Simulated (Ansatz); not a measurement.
## Eigenvalues along a path: In (omega type)

```yaml
crystal:
  lattice:
    - [5.40079, 0.00000, 0.00000]
    - [-2.70040, 4.67722, 0.00000]
    - [0.00000, 0.00000, 3.31834]
  atoms:
    - { symbol: In, position: [0.00000, 0.00000, 0.00000] }
    - { symbol: In, position: [0.33333, 0.66667, 0.50000] }
    - { symbol: In, position: [0.66667, 0.33333, 0.50000] }
```

The cell comes from a relaxation on PAW files under the same functional, begun from a prototype that needn't be the stable phase.

All numbers are PBE results (scalar-relativistic) from Ansatz 0.2.0, with a Γ-centred 8×8×10 k mesh, Fermi–Dirac smearing of 0.1 eV, no spin polarisation. Methods: LAPW: all electrons, basis error target 1 meV/atom.

Path points, in fractions of the reciprocal vectors: Γ (0.000, 0.000, 0.000), M (0.500, 0.000, 0.000), K (0.333, 0.333, 0.000), A (0.000, 0.000, 0.500), L (0.500, 0.000, 0.500), H (0.333, 0.333, 0.500). Levels in eV from the Fermi level; bands 13 to 36, counted from the lowest band of the run. The gap is zero, the pressure 0.00 GPa.

```
# k(1/Å) point b13 b14 b15 b16 b17 b18 b19 b20 b21 b22 b23 b24 b25 b26 b27 b28 b29 b30 b31 b32 b33 b34 b35 b36
0.000 Γ -14.82 -14.62 -14.61 -14.61 -14.60 -14.51 -14.51 -14.48 -14.48 -14.48 -14.48 -14.47 -14.47 -14.32 -14.32 -9.14 -2.86 -2.63 -0.93 -0.93 -0.80 -0.80 4.59 7.91
0.096 - -14.81 -14.63 -14.62 -14.62 -14.59 -14.51 -14.51 -14.51 -14.50 -14.46 -14.46 -14.46 -14.45 -14.33 -14.32 -9.10 -3.08 -2.87 -1.41 -1.07 -0.26 -0.06 4.64 7.93
0.192 - -14.81 -14.66 -14.64 -14.62 -14.58 -14.53 -14.52 -14.52 -14.51 -14.45 -14.45 -14.43 -14.42 -14.34 -14.33 -8.99 -3.75 -3.18 -1.87 -0.71 0.41 0.99 4.77 8.00
0.288 - -14.80 -14.69 -14.66 -14.63 -14.58 -14.54 -14.53 -14.52 -14.50 -14.43 -14.43 -14.41 -14.38 -14.36 -14.33 -8.80 -4.55 -3.44 -2.26 -0.10 1.15 2.14 4.99 7.95
0.384 - -14.79 -14.71 -14.68 -14.64 -14.59 -14.55 -14.53 -14.52 -14.48 -14.42 -14.41 -14.40 -14.38 -14.35 -14.34 -8.53 -5.33 -3.65 -2.56 0.63 1.94 3.35 5.29 6.80
0.480 - -14.78 -14.74 -14.70 -14.64 -14.60 -14.56 -14.54 -14.51 -14.46 -14.42 -14.40 -14.39 -14.38 -14.34 -14.32 -8.19 -6.04 -3.80 -2.78 1.47 2.79 4.55 5.62 5.67
0.576 - -14.78 -14.75 -14.71 -14.65 -14.60 -14.56 -14.54 -14.49 -14.45 -14.44 -14.39 -14.39 -14.38 -14.35 -14.30 -7.77 -6.69 -3.89 -2.91 2.39 3.70 4.47 5.62 5.66
0.672 M -14.77 -14.75 -14.71 -14.65 -14.60 -14.56 -14.54 -14.48 -14.45 -14.44 -14.39 -14.38 -14.37 -14.36 -14.30 -7.29 -7.25 -3.92 -2.96 3.34 3.46 4.58 4.73 6.13
0.727 - -14.77 -14.75 -14.71 -14.65 -14.60 -14.56 -14.54 -14.48 -14.45 -14.44 -14.39 -14.38 -14.37 -14.36 -14.30 -7.27 -7.24 -4.15 -2.70 3.17 3.30 4.76 4.90 6.14
0.782 - -14.77 -14.75 -14.72 -14.65 -14.60 -14.56 -14.55 -14.48 -14.46 -14.43 -14.38 -14.38 -14.37 -14.36 -14.30 -7.24 -7.20 -4.57 -2.21 2.82 2.95 5.13 5.28 6.19
0.838 - -14.77 -14.75 -14.73 -14.64 -14.60 -14.55 -14.55 -14.49 -14.46 -14.42 -14.38 -14.38 -14.37 -14.36 -14.30 -7.17 -7.14 -5.02 -1.64 2.43 2.56 5.57 5.71 6.29
0.893 - -14.77 -14.75 -14.73 -14.64 -14.60 -14.56 -14.55 -14.49 -14.47 -14.42 -14.38 -14.38 -14.36 -14.36 -14.30 -7.08 -7.05 -5.46 -1.03 2.02 2.16 6.01 6.10 6.45
0.949 - -14.77 -14.75 -14.74 -14.64 -14.59 -14.57 -14.54 -14.50 -14.48 -14.41 -14.38 -14.37 -14.36 -14.36 -14.31 -6.97 -6.93 -5.88 -0.39 1.63 1.77 6.36 6.39 6.74
1.004 - -14.77 -14.75 -14.75 -14.64 -14.59 -14.58 -14.53 -14.50 -14.49 -14.40 -14.38 -14.38 -14.36 -14.36 -14.31 -6.82 -6.79 -6.27 0.26 1.26 1.39 6.54 6.65 7.02
1.059 K -14.77 -14.75 -14.75 -14.64 -14.58 -14.58 -14.52 -14.50 -14.50 -14.39 -14.39 -14.37 -14.36 -14.36 -14.31 -6.66 -6.66 -6.61 0.81 1.03 1.03 6.68 6.68 7.13
1.170 - -14.77 -14.75 -14.74 -14.64 -14.59 -14.57 -14.53 -14.51 -14.47 -14.41 -14.38 -14.37 -14.36 -14.35 -14.31 -7.31 -6.25 -6.22 0.22 0.38 2.40 6.00 6.22 6.60
1.281 - -14.77 -14.74 -14.73 -14.63 -14.59 -14.56 -14.54 -14.52 -14.44 -14.44 -14.39 -14.37 -14.37 -14.35 -14.32 -7.87 -5.73 -5.72 -0.34 -0.17 3.91 4.82 4.97 6.01
1.392 - -14.78 -14.72 -14.71 -14.63 -14.59 -14.55 -14.54 -14.53 -14.46 -14.41 -14.40 -14.38 -14.37 -14.34 -14.34 -8.33 -5.12 -5.12 -0.79 -0.63 3.52 3.63 5.48 5.52
1.503 - -14.79 -14.69 -14.69 -14.63 -14.58 -14.54 -14.54 -14.53 -14.49 -14.42 -14.42 -14.39 -14.37 -14.37 -14.33 -8.69 -4.46 -4.43 -1.14 -0.98 2.25 2.32 5.12 7.08
1.613 - -14.81 -14.66 -14.65 -14.62 -14.58 -14.53 -14.53 -14.52 -14.51 -14.44 -14.44 -14.42 -14.41 -14.34 -14.33 -8.94 -3.75 -3.68 -1.34 -1.20 1.06 1.09 4.83 8.03
1.724 - -14.81 -14.63 -14.63 -14.62 -14.58 -14.51 -14.51 -14.51 -14.51 -14.46 -14.46 -14.45 -14.45 -14.33 -14.32 -9.09 -3.13 -2.97 -1.31 -1.24 -0.02 -0.02 4.65 7.94
1.835 Γ -14.82 -14.62 -14.61 -14.61 -14.60 -14.51 -14.51 -14.48 -14.48 -14.48 -14.48 -14.47 -14.47 -14.32 -14.32 -9.14 -2.86 -2.63 -0.93 -0.93 -0.80 -0.80 4.59 7.91
1.970 - -14.80 -14.61 -14.61 -14.60 -14.58 -14.54 -14.54 -14.51 -14.51 -14.46 -14.46 -14.46 -14.46 -14.33 -14.33 -9.06 -2.81 -2.57 -0.86 -0.86 -0.72 -0.72 3.71 8.91
2.106 - -14.76 -14.61 -14.61 -14.58 -14.58 -14.56 -14.54 -14.54 -14.53 -14.45 -14.45 -14.43 -14.43 -14.33 -14.33 -8.84 -2.66 -2.37 -0.66 -0.66 -0.48 -0.48 2.18 8.09
2.241 - -14.70 -14.62 -14.62 -14.61 -14.61 -14.57 -14.57 -14.50 -14.47 -14.45 -14.45 -14.41 -14.41 -14.34 -14.34 -8.47 -2.46 -2.03 -0.33 -0.33 -0.09 -0.09 0.69 6.45
2.376 - -14.67 -14.67 -14.63 -14.61 -14.61 -14.60 -14.60 -14.46 -14.46 -14.44 -14.40 -14.40 -14.39 -14.34 -14.34 -7.94 -2.46 -1.55 -0.38 0.10 0.10 0.45 0.45 4.87
2.511 - -14.70 -14.70 -14.63 -14.63 -14.60 -14.60 -14.57 -14.48 -14.48 -14.39 -14.39 -14.38 -14.34 -14.34 -14.32 -7.27 -3.15 -0.92 -0.47 0.57 0.57 1.12 1.12 3.42
2.647 - -14.72 -14.72 -14.65 -14.65 -14.60 -14.60 -14.53 -14.49 -14.49 -14.38 -14.38 -14.34 -14.34 -14.34 -14.27 -6.49 -4.19 -0.15 0.12 0.99 0.99 1.88 1.88 2.13
2.782 A -14.73 -14.73 -14.66 -14.66 -14.60 -14.60 -14.52 -14.50 -14.50 -14.38 -14.38 -14.34 -14.34 -14.32 -14.26 -5.89 -4.90 0.46 1.01 1.02 1.17 1.17 1.39 2.43
2.878 - -14.73 -14.73 -14.67 -14.67 -14.59 -14.59 -14.51 -14.51 -14.50 -14.38 -14.38 -14.34 -14.34 -14.32 -14.26 -5.85 -4.86 0.00 0.72 0.86 1.08 1.28 1.61 2.38
2.974 - -14.72 -14.71 -14.69 -14.68 -14.58 -14.57 -14.52 -14.51 -14.48 -14.38 -14.38 -14.35 -14.34 -14.31 -14.26 -5.74 -4.75 -0.73 0.14 0.52 0.88 1.02 2.26 2.29
3.070 - -14.71 -14.71 -14.70 -14.69 -14.58 -14.55 -14.54 -14.52 -14.45 -14.39 -14.37 -14.37 -14.34 -14.31 -14.26 -5.56 -4.56 -1.47 -0.51 0.20 0.64 0.73 2.11 3.03
3.166 - -14.72 -14.72 -14.70 -14.67 -14.58 -14.56 -14.54 -14.52 -14.44 -14.41 -14.37 -14.36 -14.34 -14.30 -14.26 -5.30 -4.30 -2.19 -1.15 -0.06 0.43 0.48 1.97 3.81
3.262 - -14.73 -14.71 -14.69 -14.65 -14.59 -14.56 -14.55 -14.51 -14.46 -14.43 -14.37 -14.35 -14.33 -14.30 -14.27 -4.98 -3.98 -2.86 -1.76 -0.24 0.27 0.29 1.86 4.62
3.358 - -14.74 -14.70 -14.68 -14.65 -14.61 -14.57 -14.55 -14.49 -14.47 -14.45 -14.37 -14.35 -14.31 -14.30 -14.27 -4.59 -3.64 -3.46 -2.29 -0.35 0.16 0.18 1.79 5.36
3.453 L -14.74 -14.69 -14.67 -14.65 -14.62 -14.57 -14.53 -14.49 -14.48 -14.47 -14.37 -14.35 -14.30 -14.30 -14.28 -4.29 -3.83 -3.44 -2.55 -0.39 0.13 0.14 1.76 5.75
3.509 - -14.74 -14.69 -14.67 -14.64 -14.62 -14.57 -14.53 -14.49 -14.48 -14.47 -14.37 -14.35 -14.30 -14.30 -14.28 -4.28 -3.82 -3.43 -2.54 -0.70 0.01 0.46 1.91 5.68
3.564 - -14.74 -14.68 -14.68 -14.63 -14.61 -14.58 -14.52 -14.50 -14.49 -14.46 -14.37 -14.34 -14.30 -14.30 -14.28 -4.25 -3.79 -3.40 -2.49 -1.15 -0.29 0.99 2.27 5.49
3.620 - -14.74 -14.69 -14.67 -14.62 -14.61 -14.59 -14.51 -14.51 -14.51 -14.46 -14.38 -14.33 -14.30 -14.29 -14.28 -4.19 -3.74 -3.36 -2.43 -1.59 -0.65 1.55 2.71 5.22
3.675 - -14.74 -14.70 -14.65 -14.61 -14.60 -14.59 -14.53 -14.53 -14.50 -14.46 -14.40 -14.32 -14.30 -14.29 -14.28 -4.11 -3.67 -3.30 -2.33 -1.99 -1.01 2.12 3.20 4.93
3.730 - -14.74 -14.70 -14.64 -14.61 -14.59 -14.59 -14.55 -14.54 -14.49 -14.46 -14.41 -14.31 -14.30 -14.28 -14.28 -4.00 -3.62 -3.24 -2.34 -2.21 -1.35 2.69 3.69 4.64
3.786 - -14.74 -14.70 -14.62 -14.60 -14.60 -14.59 -14.57 -14.56 -14.48 -14.45 -14.43 -14.30 -14.30 -14.28 -14.28 -3.88 -3.62 -3.19 -2.58 -2.06 -1.65 3.18 4.16 4.44
3.841 H -14.74 -14.70 -14.60 -14.60 -14.60 -14.60 -14.57 -14.57 -14.47 -14.44 -14.44 -14.30 -14.30 -14.28 -14.28 -3.72 -3.72 -3.16 -2.67 -1.89 -1.89 3.38 4.53 4.53
3.952 - -14.74 -14.70 -14.64 -14.60 -14.60 -14.59 -14.55 -14.55 -14.50 -14.43 -14.42 -14.30 -14.30 -14.29 -14.27 -4.18 -3.35 -3.32 -2.44 -2.01 -1.47 3.00 3.94 3.96
4.063 - -14.74 -14.70 -14.67 -14.61 -14.60 -14.60 -14.53 -14.53 -14.50 -14.41 -14.41 -14.32 -14.32 -14.30 -14.27 -4.68 -3.71 -2.87 -1.97 -1.73 -0.97 2.48 3.41 3.45
4.174 - -14.74 -14.70 -14.68 -14.64 -14.59 -14.58 -14.53 -14.52 -14.46 -14.40 -14.39 -14.35 -14.33 -14.30 -14.26 -5.11 -4.11 -2.30 -1.37 -1.25 -0.40 2.01 2.97 3.02
4.284 - -14.73 -14.71 -14.69 -14.68 -14.59 -14.56 -14.53 -14.52 -14.44 -14.39 -14.38 -14.37 -14.33 -14.30 -14.26 -5.45 -4.45 -1.64 -0.69 -0.67 0.21 1.62 2.62 2.64
4.395 - -14.72 -14.71 -14.71 -14.68 -14.58 -14.55 -14.53 -14.51 -14.47 -14.38 -14.38 -14.36 -14.34 -14.31 -14.26 -5.69 -4.70 -0.89 -0.01 0.04 0.80 1.35 2.21 2.43
4.506 - -14.73 -14.72 -14.68 -14.67 -14.59 -14.58 -14.51 -14.51 -14.50 -14.38 -14.38 -14.34 -14.34 -14.32 -14.26 -5.84 -4.85 -0.10 0.64 0.73 1.18 1.24 1.66 2.39
4.617 A -14.73 -14.73 -14.66 -14.66 -14.60 -14.60 -14.52 -14.50 -14.50 -14.38 -14.38 -14.34 -14.34 -14.32 -14.26 -5.89 -4.90 0.46 1.01 1.02 1.17 1.17 1.39 2.43
```
